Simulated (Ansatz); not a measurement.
# SiNi (P2_13) in Ansatz: notebook

Aim: see how the results for SiNi move with the level of theory and the settings. Levels: RPBE+D4, PBE. Tasks: relaxation of cell and atoms, single point.

Program: Ansatz 0.2.0. These are calculated values, not measurements. Logs are shortened: lines on timing, memory, paths and dates and some standing lists are left out, and cuts for length are marked.

## Step 1: The structure

Symmetry: P2_13, No. 198, cubic system. The conventional cell has a = 4.504 Å, b = 4.504 Å, c = 4.504 Å, α = 90.00°, β = 90.00°, γ = 90.00°. Ni (site symmetry 3) has 7 Si at 2.36 to 2.44 Å as nearest neighbours. Around Si (site symmetry 3) lie 7 Ni at 2.36 to 2.44 Å.

The cell is a database's computed one.

## Step 2: Relaxation of cell and atoms, RPBE+D4, collinear spin, ferromagnetic start

File input.yaml:

```yaml
crystal:
  lattice:
    - [4.503694, 0.0, 0.0]
    - [0.0, 4.503694, 0.0]
    - [0.0, 0.0, 4.503694]
  atoms:
    - { symbol: Ni, position: [0.149504, 0.149504, 0.149504], spin: 1.0 }
    - { symbol: Ni, position: [0.649504, 0.350496, 0.850496], spin: 1.0 }
    - { symbol: Ni, position: [0.850496, 0.649504, 0.350496], spin: 1.0 }
    - { symbol: Ni, position: [0.350496, 0.850496, 0.649504], spin: 1.0 }
    - { symbol: Si, position: [0.84683, 0.84683, 0.84683] }
    - { symbol: Si, position: [0.34683, 0.65317, 0.15317] }
    - { symbol: Si, position: [0.15317, 0.34683, 0.65317] }
    - { symbol: Si, position: [0.65317, 0.15317, 0.34683] }
hamiltonian:
  xc: rpbe
  pseudopotentials: { kind: paw }
  dispersion: d4
magnetization:
  spin_polarized: true
kpoints:
  mp_grid: { grid: [6, 6, 6] }
scf:
  occupations: { method: fermi_dirac, width: 0.05 }
output:
  forces: true
  stress: true
  eigenvalues: true
relax:
  f_tol: 0.01
  max_steps: 40
  cell: { stress_tol: 0.05 }
```

Potentials or basis: Ansatz PAW.

Command:

```bash
> ansatz run input.yaml --threads 4 --pin off --max-ram 11264MiB --backend cpu --events-out ev --progress --plain --runs-dir out
```

What it wrote:

```text
Warning: RAYON_NUM_THREADS=4 ignored (pool sized by the plan → 4); use --threads N
Engine: ansatz 0.2.0, aarch64-unknown-linux-gnu
Pseudopotentials: kind: paw
Pseudopotential: Ni, paw, valence charge 18, recommended cutoff 420 eV (normal), Ni.paw.azcp
Pseudopotential: Si, paw, valence charge 4, recommended cutoff 420 eV (normal), Si.paw.azcp
Functional definition: RPBE
  parameter kappa = 0.804
  parameter beta = 0.06672455060314922
  exchange = rpbe_x(kappa = kappa, mu = beta*pi^2/3)
  correlation = pbe_c(beta = beta)
Crystal: 8 atoms, lattice volume = 91.350 Å³
Basis set: ecut = 420 eV, 1791 PW (Γ), exchange–correlation on 64×64×64 points (8 copies of the dense FFT grid, shifted against one another)
Bands: 56, of which v1, the nominal top of the filled ones, is band 44 counted from 1 (43 counted from 0)
Symmetry: 12 space group operations
Space group: P213 (ITA 198), of the structure as read, at distance tolerance 4.5e-5 Å
Magnetic group: BNS 198.9 (UNI 1511), of the structure as read, at distance tolerance 4.5e-5 Å
k-points: 24 of 216 (time reversal used)
Non-local potential: Ni, projectors of the file, l = 0: 3, l = 1: 2, l = 2: 3, l = 3: 1
Non-local potential: Si, projectors of the file, l = 0: 2, l = 1: 2, l = 2: 2
PAW form: soft (Blöchl's): semilocal exchange-correlation on the pseudo side does not see the compensation charge
PAW frozen core: Ni, regenerated for the run's functional, and the local potential with it (the file was generated under x = pbe(κ = 0.804, μ = 0.2195149727645171), c = pbe(β = 0.06672455060314922))
PAW frozen core: Si, regenerated for the run's functional, and the local potential with it (the file was generated under x = pbe(κ = 0.804, μ = 0.2195149727645171), c = pbe(β = 0.06672455060314922))
PAW one-centre angular grid: Ni, 590 points (default); XC on 64 Gauss nodes
PAW one-centre angular grid: Si, 110 points (default); XC on 64 Gauss nodes
Initial density: superposition of atomic densities (chi_scale 0.1, normalization cell)
Starting moments: Σ|m| = 4 μB on 4 of 8 sites
Initial wavefunctions: pseudopotential atomic-orbital guess
Functional: x = rpbe, c = pbe(β = 0.06672455060314922)
iter 1 solved again at ethr=1.87e-3 eV; its pass at ethr=3.10e-3 eV (dr2=1.65e0 eV) is discarded
SCF iter   1: F=—  HF=-25937.820810 eV  |F-HF|=—  |Δ(HF+E_count)|=         —  Δρ=5.51e-2 (↑5.51e-2 ↓2.35e-2)  dr2=1.67e0  dr2_m=9.34e-1  M=1.947 μB ∫|m|=2.621 μB  β_m=0.30  ethr=1.87e-3  ⟨swp⟩=1.2  Hψ=13431  notcnv=0
Mixer restart at iter 1: flushing history
preconditioner: auto → Kerker (q_TF=auto, 2.711 Å⁻¹)  [metal: Δε(μ)=0.018 eV  Ē_g=7.617 eV  σ=0.050 eV  W_gap=0.09  n_scr=26 (ndim 8)  ℏωp=29.1 eV  f_vac=0.000  D(μ)=4.28/eV (n_scr^D=32)]
spin=Collinear: Kerker preconditioning applied to the charge; magnetization (m = ρ↑ − ρ↓) channel mixes plain (no charge-response kernel on spin).
SCF iter   2: F=—  HF=-25938.490362 eV  |F-HF|=—  |Δ(HF+E_count)|=   6.70e-1  Δρ=5.44e-2 (↑2.43e-2 ↓5.44e-2)  dr2=1.37e0  dr2_m=1.10e0  M=1.501 μB ∫|m|=2.122 μB  β_m=0.45  ethr=1.87e-3  ⟨swp⟩=2.0  Hψ=4130  notcnv=0
SCF iter   3: F=—  HF=-25942.417788 eV  |F-HF|=—  |Δ(HF+E_count)|=    3.93e0  Δρ=4.49e-2 (↑2.42e-2 ↓4.49e-2)  dr2=9.56e-1  dr2_m=9.10e-1  M=1.097 μB ∫|m|=1.638 μB  β_m=0.19  ethr=1.55e-3  ⟨swp⟩=2.1  Hψ=4362  notcnv=0  defer=194
SCF iter   4: F=—  HF=-25943.746847 eV  |F-HF|=—  |Δ(HF+E_count)|=    1.33e0  Δρ=3.35e-2 (↑2.46e-2 ↓3.35e-2)  dr2=4.84e-1  dr2_m=6.47e-1  M=0.913 μB ∫|m|=1.369 μB  β_m=0.33  ethr=1.09e-3  ⟨swp⟩=2.4  Hψ=3578  notcnv=0  defer=198
SCF iter   5: F=—  HF=-25945.091656 eV  |F-HF|=—  |Δ(HF+E_count)|=    1.34e0  Δρ=2.30e-2 (↑2.30e-2 ↓6.83e-3)  dr2=2.89e-1  dr2_m=1.37e-1  M=0.582 μB ∫|m|=0.792 μB  β_m=0.88  ethr=5.50e-4  ⟨swp⟩=2.7  Hψ=4984  notcnv=0  defer=202
SCF iter   6: F=—  HF=-25945.449719 eV  |F-HF|=—  |Δ(HF+E_count)|=         —  Δρ=2.72e-2 (↑1.11e-2 ↓2.72e-2)  dr2=9.37e-1  dr2_m=5.98e-2  M=-0.005 μB ∫|m|=0.067 μB  β_m=0.88  ethr=3.28e-4  ⟨swp⟩=3.1  Hψ=5163  notcnv=0  defer=200
Mixer restart at iter 6: flushing history
SCF iter   7: F=—  HF=-25946.041964 eV  |F-HF|=—  |Δ(HF+E_count)|=   5.92e-1  Δρ=3.17e-2 (↑3.17e-2 ↓2.82e-2)  dr2=1.69e0  dr2_m=2.89e-3  M=0.002 μB ∫|m|=0.020 μB  β_m=0.44  ethr=3.28e-4  ⟨swp⟩=3.1  Hψ=5954  notcnv=0  defer=192
SCF iter   8: F=—  HF=-25945.520698 eV  |F-HF|=—  |Δ(HF+E_count)|=   5.21e-1  Δρ=6.04e-3 (↑6.04e-3 ↓2.73e-3)  dr2=2.12e-2  dr2_m=4.34e-3  M=0.000 μB ∫|m|=0.023 μB  β_m=0.72  ethr=3.28e-4  ⟨swp⟩=3.0  Hψ=5707  notcnv=0  defer=198
SCF iter   9: F=—  HF=-25945.496125 eV  |F-HF|=—  |Δ(HF+E_count)|=   2.46e-2  Δρ=1.51e-3 (↑1.47e-3 ↓1.51e-3)  dr2=3.25e-3  dr2_m=4.24e-6  M=0.001 μB ∫|m|=0.003 μB  β_m=0.86  ethr=2.40e-5  ⟨swp⟩=2.5  Hψ=4958  notcnv=0  defer=198
SCF iter  10: F=—  HF=-25945.497937 eV  |F-HF|=—  |Δ(HF+E_count)|=   1.81e-3  Δρ=7.46e-4 (↑7.46e-4 ↓5.36e-4)  dr2=9.48e-4  dr2_m=1.06e-5  M=0.000 μB ∫|m|=0.001 μB  β_m=0.93  ethr=3.69e-6  ⟨swp⟩=2.0  Hψ=3885  notcnv=0  defer=198
[... 75 lines left out ...]
SCF iter   9: F=-25945.593302 eV  HF=-25945.593302 eV  |F-HF|=3.64e-12  |Δ(HF+E_count)|=  8.37e-11  Δρ=8.04e-9 (↑8.04e-9 ↓7.87e-9)  dr2=1.32e-13  dr2_m=1.49e-17  M=0.000 μB ∫|m|=0.000 μB  ethr=1.00e-12  ⟨swp⟩=3.0  Hψ=8570  notcnv=0
the starting moments were not kept: the SCF closed with an absolute magnetisation of 6.9e-9 μB, where they sum to 4 μB in size (4 sites). That is at most 0.1 of that sum. Measured as dr2_m measures the in/out step, that magnetisation stands 1.0e-17 eV from none, at or under the dr2_threshold of 8.0e-11 eV: it is no larger than a step whose dr2_m would equal this threshold.
SCF 5 converged in 9 iterations: F = -25945.593302 eV  dr2 = 1.32e-13
relax step   5: F+E_penalty+E_count = -25945.59330156 eV  Δ(F+E_penalty+E_count) = +1.584e-3 eV  max|allowed force component| = 1.943e-4 eV/Å  Δτ_max = 0.0000 Å  P = +0.018 GPa  Ω = 87.579 Å³  stress off target by 1.80e-2 GPa  SCF on the basis re-selected at this cell (its energy is not comparable with the rows above)  (9 SCF iters)
basis re-selected at this cell: Δ(F+E_penalty+E_count) = +1.584e-3 eV, ΔP = +0.016 GPa vs the last step (what re-selecting the basis moved, of the pressure what is left beyond the Pulay correction that the steps carried, after the strain that the cell walked since its last selection, with what the two solves' SCF thresholds leave and, on support functions, any second-order correction that the steps lacked; it is no measure of the basis error at this ecutwfc). The dense FFT grid was sized anew with the basis: this SCF ran on 30×30×30 points, the steps before it on 32×32×32, so part of this shift can come from that change (see relax.cell in the input reference). This SCF's stress stands 1.80e-2 GPa from its target on what of the cell is left free (relax.cell.stress_tol is 5.00e-2 GPa) and its largest allowed force component is 1.94e-4 eV/Å (relax.f_tol is 1.00e-2 eV/Å): within both
SCF converged after 9 iterations
Magnetization: 0.0000 μB (44.0000 up, 44.0000 down)
Absolute magnetization: 0.0000 μB (∫|ρ↑−ρ↓|, with the PAW one-centre terms)
Spin contamination: 0.0000 ħ² per cell (⟨S²⟩ above its minimum at these occupations)
Per-site moments (μB) at R_I (Å): [(8.169811888135124e-10, 0.9608577257470837), (8.16980971537963e-10, 0.9608577257470832), (8.169810738462721e-10, 0.9608577257470832), (8.169811235448032e-10, 0.9608577257470832), (-2.0893592671885432e-10, 0.9608577257470837), (-2.089358261055181e-10, 0.9608577257470832), (-2.0893541606085011e-10, 0.9608577257470832), (-2.0893553866206086e-10, 0.9608577257470832)]
Free energy (F): -25945.593302 eV
Harris-Foulkes:  -25945.593302 eV  (|F-HF|=3.64e-12)
Internal energy: -25945.570194 eV  (E = F + TS)
E sigma→0 (E₀):  -25945.581748 eV
Entropy (-TS):   -0.023108 eV (-2.888 meV/atom)
Fermi energy:    17.488842 eV
--- Per-component energies (eV) ---
  E_band       = -1116.142451
  E_kinetic    = 1322.112740
  E_local      = -17082.026321  (includes V_loc(G=0)·N_el)
  E_nonlocal   = 2642.841164
  E_hartree    = 7381.610997
  E_xc         = -573.251602
  E_vxc        = -641.486508  (∫ρ·V_xc dr)
  E_paw        = -8608.924499  (= ΣΔE_a)
  E_vpaw       = -2120.808019  (= ΣTr[D̂ρ^β])
  E_aug_tail   = 0.002438  (compensation charges beyond the density's cutoff)
  E_ewald      = -11019.286686
  E_disp       = -8.375112  (pairwise vdW)
  E_core_change = -0.273314  (= ΣΔE_core)
  E_smearing   = -0.023108  (= −TS)
  E_closure    = -0.000000  (closes the sum)
  Σ components = -25945.593302   (vs F -25945.593302, Δ=0.00e0)
--- Forces (eV/Å), atoms counted from 1 ---
  atom   1  Ni     0.00002714     0.00002714     0.00002714
  atom   2  Ni     0.00002714    -0.00002714    -0.00002714
  atom   3  Ni    -0.00002714     0.00002714    -0.00002714
  atom   4  Ni    -0.00002714    -0.00002714     0.00002714
  atom   5  Si    -0.00019434    -0.00019434    -0.00019434
  atom   6  Si    -0.00019434     0.00019434     0.00019434
  atom   7  Si     0.00019434    -0.00019434     0.00019434
  atom   8  Si     0.00019434     0.00019434    -0.00019434
  max |Σ_I F_I| component: 1.20e-16 eV/Å
--- Stress (GPa, compression-positive) ---
        0.018027      -0.000000       0.000000
       -0.000000       0.018027       0.000000
        0.000000       0.000000       0.018027
  P = ⅓ Tr σ = 0.0180 GPa (0.180 kbar)
--- Band table (eV; the first three rows and the last of 48) ---
  k-point 0 ↑: bands = ["-87.0055", "-86.9995", "-86.9995", "-86.9995", "-47.4446", "-47.4446", "-47.4446", "-47.4217", "-47.3076", "-47.3076", "-47.3076", "-47.2860", "-47.2860", "-47.2775", "-47.2775", "-47.2775", "2.8081", "8.3802", "8.3802", "8.3802", "10.8790", "10.8790", "10.8790", "12.5604", "12.5604", "12.5604", "13.1798", "13.2058", "13.2058", "13.5072", "13.5072", "13.5072", "13.9264", "13.9264", "13.9264", "15.0057", "15.0057", "15.0057", "15.1005", "15.1005", "15.7804", "15.7804", "15.7804", "18.5673", "18.5673", "18.5673", "18.8657", "18.8657", "19.5187", "19.5187", "19.5187", "20.9521", "22.0896", "22.0896", "22.0896", "24.8726"]
  k-point 1 ↑: bands = ["-87.0052", "-87.0005", "-86.9994", "-86.9989", "-47.4470", "-47.4450", "-47.4407", "-47.4229", "-47.3120", "-47.3090", "-47.3015", "-47.2856", "-47.2844", "-47.2790", "-47.2787", "-47.2767", "3.0135", "7.2455", "8.5160", "9.0889", "10.4098", "10.9906", "11.6175", "11.8919", "12.2244", "13.0019", "13.1685", "13.2377", "13.4265", "13.4396", "13.5193", "13.5288", "13.8586", "13.8863", "14.1413", "14.8214", "14.8683", "15.0549", "15.1191", "15.2105", "15.5928", "15.7059", "16.2861", "17.7976", "17.9185", "18.1100", "18.3936", "19.3404", "19.8417", "19.8583", "20.4184", "21.2156", "21.6609", "22.9038", "23.3788", "23.6198"]
  k-point 2 ↑: bands = ["-87.0044", "-87.0017", "-86.9991", "-86.9987", "-47.4478", "-47.4462", "-47.4358", "-47.4260", "-47.3142", "-47.3119", "-47.2948", "-47.2851", "-47.2819", "-47.2813", "-47.2808", "-47.2769", "3.6200", "5.8617", "8.9008", "9.5954", "10.3336", "11.1116", "11.2495", "11.7321", "12.3984", "12.6102", "13.1635", "13.3073", "13.4568", "13.4895", "13.6293", "13.6678", "13.8231", "13.9881", "14.2040", "14.4968", "14.8270", "14.9561", "15.1785", "15.2044", "15.5089", "15.5129", "16.7339", "17.2415", "17.4232", "17.5038", "18.8403", "19.8595", "20.1771", "20.3159", "20.8241", "21.8469", "21.9345", "22.3502", "22.4956", "23.4135"]
  k-point 23 ↓: bands = ["-87.0010", "-87.0010", "-87.0010", "-87.0010", "-47.4394", "-47.4394", "-47.4394", "-47.4394", "-47.3052", "-47.3052", "-47.3052", "-47.3052", "-47.2763", "-47.2763", "-47.2763", "-47.2763", "7.0974", "7.0974", "7.0974", "7.0974", "9.4346", "9.4346", "9.4346", "9.4346", "13.1763", "13.1763", "13.1763", "13.1763", "13.4255", "13.4255", "13.4255", "13.4255", "14.6759", "14.6759", "14.6759", "14.6759", "14.6820", "14.6820", "14.6820", "14.6820", "15.6026", "15.6026", "15.6026", "15.6026", "21.8719", "21.8719", "21.8719", "21.8719", "22.1079", "22.1079", "22.1079", "22.1079", "24.0174", "24.0174", "24.0174", "24.0174"]
--- Relaxed structure (4 steps of the walk, 4 accepted, 1 SCFs on fresh bases) ---
  F+E_penalty+E_count = -25945.59330156 eV   max|allowed force component| = 1.943e-4 eV/Å   (the final SCF, on the basis selected at the relaxed cell)
  cell:  # Å, volume = 87.5788 Å³
    - [4.440852657611046, 0.0, 4.879022525780997e-33]
    - [0.0, 4.440852657611046, -8.59299353810505e-55]
    - [4.879022525780997e-33, -8.59299353810505e-55, 4.440852657611046]
  atoms:
    - { symbol: Ni, position: [0.14963294513694902, 0.14963294513694902, 0.14963294513694902] }
    - { symbol: Ni, position: [0.6496329451369488, 0.3503670548630509, 0.8503670548630509] }
    - { symbol: Ni, position: [0.8503670548630509, 0.6496329451369488, 0.3503670548630509] }
    - { symbol: Ni, position: [0.3503670548630509, 0.8503670548630509, 0.6496329451369488] }
    - { symbol: Si, position: [0.846796498183668, 0.846796498183668, 0.846796498183668] }
    - { symbol: Si, position: [0.34679649818366814, 0.6532035018163318, 0.1532035018163318] }
    - { symbol: Si, position: [0.1532035018163318, 0.34679649818366814, 0.6532035018163318] }
    - { symbol: Si, position: [0.6532035018163318, 0.1532035018163318, 0.34679649818366814] }
```

Run time: 42 s. Hardware: 4 threads of Arm Neoverse V2, shared host; peak memory 0.51 GiB.

What came out:

| Property | Result |
| --- | --- |
| Free energy | -25945.5933 eV |
| Relaxed volume | 10.95 Å³/atom |
| Relaxed cell | a = 4.441 Å, b = 4.441 Å, c = 4.441 Å, α = 90.00°, β = 90.00°, γ = 90.00° |
| Space group after relaxing (to 0.05 Å) | P2_13 (No. 198) |
| Energy gained by relaxing | 11.9 meV/atom |
| Ionic steps | 5 |
| Pressure after relaxing | 0.0 GPa |
| Band gap on the k mesh | none (metal or under the smearing width) |
| Net moment | 0.00 μB per cell |
| Absolute moment | 0.00 μB per cell |

Step by step:
| step | energy change (eV) | largest force (eV/Å) | volume (Å³) |
| --- | --- | --- | --- |
| 1 | 0.0000 | 0.0252 | 91.35 |
| 2 | -0.0765 | 0.0090 | 89.26 |
| 3 | -0.0970 | 0.0031 | 87.42 |
| 4 | -0.0971 | 0.0004 | 87.58 |
| 5 | -0.0956 | 0.0003 | 87.58 |

Final structure:
```
Ni Si
1.0
     4.44085    0.00000    0.00000
     0.00000    4.44085    0.00000
     0.00000    0.00000    4.44085
Ni Si
4 4
Direct
  0.14963 0.14963 0.14963
  0.64963 0.35037 0.85037
  0.85037 0.64963 0.35037
  0.35037 0.85037 0.64963
  0.84680 0.84680 0.84680
  0.34680 0.65320 0.15320
  0.15320 0.34680 0.65320
  0.65320 0.15320 0.34680
```

Caveat: the plane-wave basis is chosen anew once the cell has moved, so the energies of steps on either side of that aren't comparable; pairwise dispersion overbinds metals, which lowers pressure and volume; the PAW data sets come from PBE, with cores solved anew for the run's functional, which leaves a small shift of forces and pressure; the starting moments weren't kept.

## Step 3: Single point, PBE, collinear spin, ferromagnetic start

Changes to input.yaml since step 2:

```diff
@@ -15,5 +15,4 @@
 hamiltonian:
-  xc: rpbe
+  xc: pbe
   pseudopotentials: { kind: paw }
-  dispersion: d4
 magnetization:
@@ -23,3 +22,3 @@
 scf:
-  occupations: { method: fermi_dirac, width: 0.05 }
+  occupations: { method: gaussian, width: 0.014 }
 output:
@@ -28,5 +27 @@
   eigenvalues: true
-relax:
-  f_tol: 0.01
-  max_steps: 40
-  cell: { stress_tol: 0.05 }
```

Potentials or basis: Ansatz PAW.

Command:

```bash
> ansatz run input.yaml --threads 4 --pin off --max-ram 11264MiB --backend cpu --events-out ev --progress --plain --runs-dir out
```

Wall time 8.1 s (4 threads of Arm Neoverse V2, shared host); peak memory 0.5 GiB.

It converged, with:

| Property | Result |
| --- | --- |
| Free energy | -25905.3228 eV |
| Pressure | 1.7 GPa |
| Largest force | 0.027 eV/Å |
| Band gap on the k mesh | none (metal or under the smearing width) |
| Net moment | 0.00 μB per cell |
| Absolute moment | 0.00 μB per cell |

Forces on the atoms (eV/Å):
```
Ni  -0.015 -0.015 -0.015
Ni  -0.015  0.015  0.015
Ni   0.015 -0.015  0.015
Ni   0.015  0.015 -0.015
Si  -0.013 -0.013 -0.013
Si  -0.013  0.013  0.013
Si   0.013 -0.013  0.013
Si   0.013  0.013 -0.013
```

Levels at points of the mesh, in eV from the Fermi level:
Spin up:
| k point | band 40 | band 41 | band 42 | band 43 | band 44 | band 45 | band 46 | band 47 | band 48 | band 49 |
| --- | --- | --- | --- | --- | --- | --- | --- | --- | --- | --- |
| (0.00, 0.00, 0.00) | -2.24 | -1.61 | -1.61 | -1.61 | 0.96 | 0.96 | 0.96 | 1.36 | 1.36 | 1.99 |
| (0.00, 0.00, -0.50) | -2.12 | -1.99 | -1.99 | -0.62 | -0.62 | -0.21 | -0.21 | 2.72 | 2.72 | 2.85 |
| (0.00, -0.50, -0.50) | -2.40 | -1.53 | -1.53 | -0.98 | -0.98 | 0.32 | 0.32 | 0.85 | 0.85 | 3.87 |
| (-0.50, -0.50, -0.50) | -2.64 | -1.77 | -1.77 | -1.77 | -1.77 | 4.13 | 4.13 | 4.13 | 4.13 | 4.49 |
Spin down:
| k point | band 42 | band 43 | band 44 | band 45 | band 46 | band 47 |
| --- | --- | --- | --- | --- | --- | --- |
| (0.00, 0.00, 0.00) | -1.61 | -1.61 | 0.96 | 0.96 | 0.96 | 1.36 |
| (0.00, 0.00, -0.50) | -1.99 | -0.62 | -0.62 | -0.21 | -0.21 | 2.72 |
| (0.00, -0.50, -0.50) | -1.53 | -0.98 | -0.98 | 0.32 | 0.32 | 0.85 |
| (-0.50, -0.50, -0.50) | -1.77 | -1.77 | -1.77 | 4.13 | 4.13 | 4.13 |

Caveat: the starting moments weren't kept.
